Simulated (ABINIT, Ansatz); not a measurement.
An input for ABINIT 10.8.3 (CaSe (Fm-3m)):

```
acell 3*1.0 Angstrom
rprim 
  -0.000000000000 2.956000000000 2.956000000000
  2.956000000000 -0.000000000000 2.956000000000
  2.956000000000 2.956000000000 -0.000000000000
ntypat 2
znucl 20 34
natom 2
typat 1 2
xred 
  0.000000000000 0.000000000000 0.000000000000
  0.500000000000 0.500000000000 0.500000000000
pp_dirpath "pseudos"
pseudos "Ca.upf, Se.upf"
ecut 48
ngkpt 6 6 6
nshiftk 1
shiftk 0 0 0
kptopt 1
chksymbreak 0
nband 22
occopt 1
tolvrs 1e-10
nstep 60
prtwf 0
optforces 0
optstress 0
indata_prefix "in"
outdata_prefix "out"
tmpdata_prefix "tmp"
```

The database entry behind the starting cell differs from later determinations by our own check (0.1 to 0.3 % short, probably kX units), so it need not match the best structure at ambient conditions.

```sh
OMP_NUM_THREADS=1 mpirun -n 4 abinit run.abi > log
```

Estimate wall time and host memory on 4 MPI ranks of Arm Neoverse V1, shared host.

It took 21 s; on shared hardware allow 11 s to 42 s. Peak host memory was 0.37 GiB.

[Paths, hosts, dates, memory and timing lines, banners, echoed tables and standing remarks are left out of the program output.]

[Logs are printed without paths, hosts, clocks, repeated set-up lines and the standing remarks that a program may print on its own settings, such as how far it seeks lower states.]

[Runs of the session that timed out or met a known fault of the program may be left out.]

[Hosts, paths, dates, database ids (printed as entryN), source tags and the programs' standing remarks are cut or masked in the printed files.]

[G0W0 gaps are taken among the corrected bands and points alone; a level outside them can change the order at an edge.]

[Where Ansatz stands beside ABINIT at settings called matched, ABINIT's density can come from a denser mesh and the files from another edition; pairs whose starting gaps differed by over 0.03 eV were left out, so agreement reads better than it is.]
